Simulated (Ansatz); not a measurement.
Crystal: FeO (Wuestite).

```xyz
2
Lattice="0.0000 2.1554 2.1554 2.1554 0.0000 2.1554 2.1554 2.1554 0.0000" Properties=species:S:1:pos:R:3 pbc="T T T"
Fe    0.0000    0.0000    0.0000
O     2.1554    2.1554    2.1554
```

| Property | Result |
| --- | --- |
| Program | Ansatz 0.2.0 |
| Task | relaxation of cell and atoms |
| Functional | PBEsol |
| Dispersion | D3(BJ) |
| Potentials or basis | Ansatz PAW |
| Cutoff | 420 eV (not typed: the program's choice for these potentials) |
| k mesh | 11 × 11 × 11 |
| Occupations | fermi-dirac, width 0.05 eV |
| Spin | collinear spin, ferromagnetic start |
| Starting moments | [3.0, 0.0] μB |

At the start: volume 10.01 Å³/atom.

Task: How do energy, volume and symmetry change on relaxing?

Result: It ends after 7 steps and the volume is 9.43 Å³/atom (-5.8 %); space group Fm-3m (No. 225, to 0.05 Å); moment 4.00 μB per cell.

The path:
| step | energy change (eV) | largest force (eV/Å) | volume (Å³) |
| --- | --- | --- | --- |
| 1 | 0.0000 | 0.0000 | 20.03 |
| 2 | -0.0399 | 0.0000 | 19.28 |
| 3 | -0.0470 | 0.0000 | 18.85 |
| 4 | -0.0469 | 0.0000 | 18.89 |
| 5 | -0.0433 | 0.0000 | 18.89 |
| 6 | -0.0434 | 0.0000 | 18.86 |
| 7 | -0.0432 | 0.0000 | 18.86 |

Final structure:
```
Fe O
1.0
     0.00000    2.11286    2.11286
     2.11286    0.00000    2.11286
     2.11286    2.11286    0.00000
Fe O
1 1
Direct
  0.00000 0.00000 0.00000
  0.50000 0.50000 0.50000
```

Caveat: the plane-wave basis is chosen anew once the cell has moved, so the energies of steps on either side of that aren't comparable; the pressure holds a Pulay correction of +0.7 GPa for the finite cutoff; a cell with one magnetic atom can't hold antiferromagnetic order, which such compounds often take; pairwise dispersion overbinds metals, which lowers pressure and volume; the PAW data sets come from PBE, with cores solved anew for the run's functional, which leaves a small shift of forces and pressure.
